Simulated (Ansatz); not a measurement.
A crystal relaxed with r2SCAN+rVV10 in the PAW code Ansatz has space group P-3m1 (No. 164) and a = 4.566 Å, c = 7.041 Å.

```tsv
atom	site	x	y	z
Pb	1a	0.0000	0.0000	0.0000
Xx	2d	0.3333	0.6667	0.2668
```

The r2SCAN gap is direct at A: 2.62 eV. The HSE06 gap is direct at A: 2.93 eV. Meshes: r2SCAN 6×6×4, HSE06 6×6×4. r2SCAN's ε∞ is 6.1 along x and y, 4.7 along z.

Task: Which element is Xx?
A. Cl
B. Br
C. F
D. I

Result: D. Xx is I: a 3-atom cell of PbI2 started from a crystallographic database. Pb is surrounded by 6 I at 3.24 Å; I is surrounded by 3 Pb at 3.24 Å.

Calculated for a static, non-magnetic cell.

Spin-orbit coupling is left out; in compounds of Pb, Bi, Tl or Hg it can lower a gap by up to about 1 eV, split its edges or invert the bands.
